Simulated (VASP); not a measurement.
# Ge (Fd-3m) in VASP: phonons with LDA

Aim: the phonons of Ge with LDA.

All numbers are computed with VASP 6.6.1; they aren't measurements. Logs are shortened: lines on timing, memory, paths and dates and some standing lists are left out, and cuts for length are marked.

## (1) The crystal as given

The structure is cubic, space group Fd-3m (No. 227). The conventional cell has a = 5.658 Å, b = 5.658 Å, c = 5.658 Å, α = 90.00°, β = 90.00°, γ = 90.00°. Ge (site symmetry -43m) is surrounded by 4 Ge at 2.45 Å.

The cell was built by a generator and needn't be a form met in nature.

## (2) Phonons, LDA

Contents of POSCAR:

```
Ge
1.0
    0.0000000000      2.8290000000      2.8290000000
    2.8290000000      0.0000000000      2.8290000000
    2.8290000000      2.8290000000      0.0000000000
Ge
2
Direct
    0.0000000000      0.0000000000      0.0000000000
    0.2500000000      0.2500000000      0.2500000000
```

Contents of INCAR.step1:

```
PREC = Accurate
ENCUT = 600
EDIFF = 1E-8
ISMEAR = -1
SIGMA = 0.03
LREAL = False
LASPH = True
NELM = 60
ALGO = Normal
ISIF = 2
LWAVE = False
LCHARG = False
NELECT = 27.87185
KPAR = 2
IBRION = 2
NSW = 40
EDIFFG = -0.002
```

Contents of INCAR.step2:

```
PREC = Accurate
ENCUT = 600
EDIFF = 1E-8
ISMEAR = -1
SIGMA = 0.03
LREAL = False
LASPH = True
NELM = 60
ALGO = Normal
ISIF = 2
LWAVE = False
LCHARG = False
NELECT = 27.87185
KPAR = 2
IBRION = 6
NFREE = 2
POTIM = 0.015
NSW = 1
```

Contents of KPOINTS:

```
regular mesh
0
Gamma
  32 32 32
```

Potentials or basis: VASP PAW LDA potentials, release 64 (Ge_d).

The run is started by

```console
$ cat potpaw_LDA.64/Ge_d/POTCAR > POTCAR
$ cp INCAR.step1 INCAR
$ mpirun -np 2 vasp_std > vasp.out
$ cp CONTCAR POSCAR
$ cp INCAR.step2 INCAR
$ mpirun -np 2 vasp_std > vasp.out
```

OUTCAR:

```text
PREC = Accurate
   ENCUT = 600
   EDIFF = 1E-8
   ISMEAR = -1
   LREAL = False
   LASPH = True
   NELM = 60
   ISIF = 2
   NELECT = 27.87185
   IBRION = 6
   NFREE = 2
   POTIM = 0.015
   NSW = 1

 ion  position               nearest neighbor table
   1  0.000  0.000  0.000-   2 2.45   2 2.45   2 2.45   2 2.45
   2  0.250  0.250  0.250-   1 2.45   1 2.45   1 2.45   1 2.45

  LATTYP: Found a face centered cubic cell.
 ALAT       =     5.6580000000

  Lattice vectors:

 A1 = (   0.0000000000,   2.8290000000,   2.8290000000)
 A2 = (   2.8290000000,   0.0000000000,   2.8290000000)
 A3 = (   2.8290000000,   2.8290000000,   0.0000000000)

Analysis of symmetry for initial positions (statically):
=====================================================================
 Subroutine PRICEL returns:
 Original cell was already a primitive cell.

 Routine SETGRP: Setting up the symmetry group for a
 face centered cubic supercell.

 Subroutine GETGRP returns: Found 48 space group operations
 (whereof 24 operations were pure point group operations)
 out of a pool of 48 trial point group operations.

The static configuration has the point symmetry T_d .
 The point group associated with its full space group is O_h .

Analysis of symmetry for dynamics (positions and initial velocities):
=====================================================================
 Subroutine PRICEL returns:
 Original cell was already a primitive cell.

 Routine SETGRP: Setting up the symmetry group for a
 face centered cubic supercell.

 Subroutine GETGRP returns: Found 48 space group operations
 (whereof 24 operations were pure point group operations)
 out of a pool of 48 trial point group operations.

The dynamic configuration has the point symmetry T_d .
 The point group associated with its full space group is O_h .

 Subroutine INISYM returns: Found 48 space group operations
 (whereof 24 operations are pure point group operations),
 and found     1 'primitive' translations

----------------------------------------------------------------------------------------

                                     Primitive cell

  volume of cell :      45.2823

  direct lattice vectors                    reciprocal lattice vectors
     0.000000000  2.829000000  2.829000000    -0.176740898  0.176740898  0.176740898
     2.829000000  0.000000000  2.829000000     0.176740898 -0.176740898  0.176740898
     2.829000000  2.829000000  0.000000000     0.176740898  0.176740898 -0.176740898

  length of vectors
     4.000810168  4.000810168  4.000810168     0.306124215  0.306124215  0.306124215

  position of ions in fractional coordinates (direct lattice)
     0.000000000  0.000000000  0.000000000
     0.250000000  0.250000000  0.250000000

  ion indices of the primitive-cell ions
   primitive index   ion index
                 1           1
                 2           2

----------------------------------------------------------------------------------------

 KPOINTS: regular mesh

Automatic generation of k-mesh.
 Grid dimensions read from file:
 generate k-points for:   32   32   32

 Generating k-lattice:

  Cartesian coordinates                     Fractional coordinates (reciprocal lattice)
    -0.005523153  0.005523153  0.005523153     0.031250000  0.000000000  0.000000000
     0.005523153 -0.005523153  0.005523153     0.000000000  0.031250000  0.000000000
     0.005523153  0.005523153 -0.005523153     0.000000000  0.000000000  0.031250000

[... 59 lines left out ...]
   NSW    =     61    number of steps for IOM
   IBRION =      6    ionic relax: 0-MD 1-quasi-New 2-CG
   NFREE  =      2    steps in history (QN), initial steepest desc. (CG)
   ISIF   =      2    stress and relaxation
   ISYM   =      2    0-nonsym 1-usesym 2-fastsym
   POTIM  = 0.0150    time-step for ionic-motion
   TEBEG  =    0.0;   TEEND  =   0.0 temperature during run
   PSTRESS=    0.0 pullay stress
   NELECT =      27.8718    total number of electrons
   NUPDOWN=      -1.0000    fix difference up-down
   EMIN   =  10.00;   EMAX   =-10.00  energy-range for DOS
   EFERMI =   0.00;   METHOD = LEGACY
   ISMEAR =    -1;   SIGMA  =   0.03  broadening in eV -4-tet -1-fermi 0-gaus
   EFERMI_NEDOS =   21; number of points for ismear=-14 and -15
   IALGO  =     38    algorithm
   IMIX   =      4    mixing-type and parameters
     AMIX     =   0.40;   BMIX     =  1.00
     AMIX_MAG =   1.60;   BMIX_MAG =  1.00
  volume/ion in A,a.u.               =      22.64       152.79
  Fermi-wavevector in a.u.,A,eV,Ry     =   1.392581  2.631597 26.385534  1.939282
  Thomas-Fermi vector in A             =   2.516310
   LORBIT       =      0    0 simple, 1 ext, 2 COOP (PROOUT), +10 PAW based schemes
   GGA     = CA    functional components
   LHFCALC =     F    Hartree Fock is set to
   AEXX    =    0.0000 exact exchange contribution
   IVDW    =     0    specifies the selected vdW correction
   LEPSILON=     F    determine dielectric tensor
   LRPA    =     F    only Hartree local field effects (RPA)
 finite differences with symmetry
 non-spin polarized calculation
  energy-cutoff  :      600.00
  volume of cell :       45.28
 maximum number of plane-waves:      1540
   NGX = 15   NGY = 15   NGZ = 15

--------------------------------------- Ionic step        1  -------------------------------------------

 number of electron      27.8718513 magnetization

 Free energy of the ion-electron system (eV)
  ---------------------------------------------------
  ext. energy  EPLUGINS =         0.00000000
  ---------------------------------------------------
  free energy    TOTEN  =       -10.93519412 eV

  energy without entropy =      -10.93418792  energy(sigma->0) =      -10.93469102

------------------------ aborting loop because EDIFF is reached ----------------------------------------

  FORCE on cell =-STRESS in cart. coord.  units (eV):
  Direction    XX          YY          ZZ          XY          YZ          ZX
  --------------------------------------------------------------------------------------
  -------------------------------------------------------------------------------------
  Total       -1.5237164     -1.5237164     -1.5237164     -0.0000000      0.0000000     -0.0000000
  in kB      -53.9120538    -53.9120538    -53.9120538     -0.0000000      0.0000000     -0.0000000
  external PRESSURE =     -53.9120538 kB  Pullay stress =       0.0000000 kB
[... 59 lines left out ...]
--------------------------------------- Ionic step        3  -------------------------------------------

 number of electron      27.8718510 magnetization

 Free energy of the ion-electron system (eV)
  ---------------------------------------------------
  ext. energy  EPLUGINS =         0.00000000
  ---------------------------------------------------
  free energy    TOTEN  =       -10.93418511 eV

  energy without entropy =      -10.93320020  energy(sigma->0) =      -10.93369265

 E-fermi :   3.9861     XC(G=0): -10.2444

 val. band max:        3.9858167935   @ k =   0.1562   0.0625   0.0000
 cond. band min:       3.9877572809   @ k =   0.0625   0.0312   0.2500
 fundamental gap:      0.0019404874
 Fermi energy:         3.9861472663

 k-point     1 :       0.0000    0.0000    0.0000
  band No.  band energies     occupation
      1     -20.2979      2.00000
      2     -20.2954      2.00000
      3     -20.2926      2.00000
      4     -20.2577      2.00000
      5     -20.2576      2.00000
      6     -20.0507      2.00000
[... 481 lines left out ...]
      5     -20.2326      2.00000
      6     -20.0747      2.00000
[... 10 lines left out ...]
     17       8.3503      0.00000
     18       9.5283      0.00000

 [... further k-points ...]

------------------------ aborting loop because EDIFF is reached ----------------------------------------

  FORCE on cell =-STRESS in cart. coord.  units (eV):
  Direction    XX          YY          ZZ          XY          YZ          ZX
  --------------------------------------------------------------------------------------
  -------------------------------------------------------------------------------------
  Total       -1.5262587     -1.5239712     -1.5239712      0.0000000     -0.1284902      0.0000000
  in kB      -54.0020079    -53.9210717    -53.9210717      0.0000000     -4.5462332      0.0000000
  external PRESSURE =     -53.9480505 kB  Pullay stress =       0.0000000 kB
[... 17 lines left out ...]
  FREE ENERGIE OF THE ION-ELECTRON SYSTEM (eV)
  ---------------------------------------------------
  free  energy   TOTEN  =       -10.9341851061 eV

  energy  without entropy=      -10.9332002025  energy(sigma->0) =      -10.93369265

 INTERNAL STRAIN TENSORS FROM DISPLACED ATOMS
 ============================================

 INTERNAL STRAIN TENSOR FOR ION    1 for displacements in x,y,z  (eV/Angst):
          X           Y           Z          XY          YZ          ZX
  --------------------------------------------------------------------------------
  x    -0.00000     0.00000     0.00000     0.00000     8.57846     0.00000
  y     0.00000     0.00000     0.00000    -0.00000     0.00000     8.57846
  z     0.00000     0.00000    -0.00000     8.57846    -0.00000     0.00000

 INTERNAL STRAIN TENSOR FOR ION    2 for displacements in x,y,z  (eV/Angst):
          X           Y           Z          XY          YZ          ZX
  --------------------------------------------------------------------------------
  x     0.00000    -0.00000    -0.00000    -0.00000    -8.57846    -0.00000
  y    -0.00000    -0.00000    -0.00000     0.00000    -0.00000    -8.57846
  z    -0.00000    -0.00000     0.00000    -8.57846     0.00000    -0.00000

 Eigenvectors and eigenvalues of the dynamical matrix
 ----------------------------------------------------

   1 f  =    7.766122 THz    48.795981 2PiTHz  259.049934 cm-1    32.118084 meV
             X         Y         Z           dx          dy          dz
      0.000000  0.000000  0.000000     0.000000    0.222309    0.671252
      1.414500  1.414500  1.414500     0.000000   -0.222309   -0.671252
[... 16 lines left out ...]
   5 f  =    0.000000 THz     0.000000 2PiTHz    0.000000 cm-1     0.000000 meV
             X         Y         Z           dx          dy          dz
      0.000000  0.000000  0.000000     0.707107    0.000000    0.000000
      1.414500  1.414500  1.414500     0.707107    0.000000    0.000000

   6 f/i=    0.000000 THz     0.000001 2PiTHz    0.000004 cm-1     0.000000 meV
             X         Y         Z           dx          dy          dz
      0.000000  0.000000  0.000000     0.000000    0.203900    0.677071
      1.414500  1.414500  1.414500     0.000000    0.203900    0.677071

 ELASTIC MODULI CONTR FROM IONIC RELAXATION (kBar)
 Direction    XX          YY          ZZ          XY          YZ          ZX
 --------------------------------------------------------------------------------
 XX          -0.0000      0.0000      0.0000     -0.0000      0.0000     -0.0000
 YY           0.0000     -0.0000     -0.0000     -0.0000     -0.0000     -0.0000
 ZZ           0.0000     -0.0000     -0.0000      0.0000     -0.0000     -0.0000
 XY          -0.0000     -0.0000      0.0000   -290.6212      0.0000      0.0000
 YZ           0.0000     -0.0000     -0.0000      0.0000   -290.6212     -0.0000
 ZX          -0.0000     -0.0000     -0.0000      0.0000     -0.0000   -290.6212
 --------------------------------------------------------------------------------
```

It took 32 min on 2 MPI ranks of Intel Xeon Platinum 8259CL at 2.50GHz (Skylake/Cascade Lake), shared host; peak memory 5.3 GiB.

Results:

```yaml
Highest_phonon_frequency_at_Γ: 259 cm⁻¹
```

Phonon frequencies in cm⁻¹ (negative: imaginary):
| q point | frequencies |
| --- | --- |
| (0.000, 0.000, 0.000) | 0 0 0 259 259 259 |

Caveat: the cell is charged against a uniform background, so pressure and absolute levels hang on convention.
